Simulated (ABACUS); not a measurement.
**Te2Mo under changes of volume**

One of the cells (24.965 Å³/atom); the others are scaled copies at fixed shape and fractional positions:

```xyz
6
Lattice="3.5182 0.0000 0.0000 -1.7591 3.0469 0.0000 0.0000 0.0000 13.9736" Properties=species:S:1:pos:R:3 pbc="T T T"
Te    1.7591    1.0156    5.2960
Te    0.0000    2.0312   12.2828
Te    1.7591    1.0156    1.6908
Te    0.0000    2.0312    8.6776
Mo    1.7591    1.0156   10.4802
Mo    0.0000    2.0312    3.4934
```

```yaml
Program: ABACUS 3.10.1
Functional: PBE
Potentials_or_basis: PseudoDojo NC SR 0.4.1 PBE standard
Cutoff: 1129 eV
Density_cutoff: 4517 eV
Basis: plane waves
k_mesh: 9 × 9 × 2
Occupations: fermi-dirac, width 0.05 eV
Spin: no spin polarisation
```

```tsv
volume (Å³/atom)	energy over the lowest point (meV/atom)	pressure (GPa)	gap on the mesh (eV)	largest force (eV/Å)
23.467	74.49	11.1	0.72	1.206
23.966	44.42	8.2	0.74	0.843
24.466	22.76	5.7	0.75	0.532
24.965	?	?	?	?
25.464	1.28	1.3	0.78	0.031
25.963	0.00	-0.5	0.79	0.281
26.463	4.16	-2.2	0.79	0.512
```

What does the run at 24.965 Å³/atom give?

Energy over the lowest point 8.64 meV/atom; pressure 3.4 GPa; gap on the mesh 0.77 eV; largest force 0.251 eV/Å.

Worked out: A Birch-Murnaghan fit of order 3 (a polynomial in V^(-2/3)) to the other rows has its minimum at 25.82 Å³/atom with B0 = V·E''(V) = 93 GPa and B' = 4.6 at fixed shape and positions, which overstates the stiffness. It gives 8.64 meV/atom at 24.965 Å³/atom, against the run's 8.64, and -dE/dV = 3.4 GPa, against 3.4. A parabola through the other rows of the gap, of slope 0.598 eV per unit of ln V there, gives 0.77 eV, against the run's 0.77.

Energies are extrapolated to zero smearing.

Caveats: spin-orbit coupling is left out, which moves the levels of the heavy elements; an odd mesh through Γ misses points on the zone boundary, where band edges often lie; this functional lacks dispersion, which binds the layers, so the pressure and a relaxed spacing across them are unreliable; forces of over 1 eV/Å show positions far from the minimum, so gaps and moduli don't describe the material at rest (some runs).
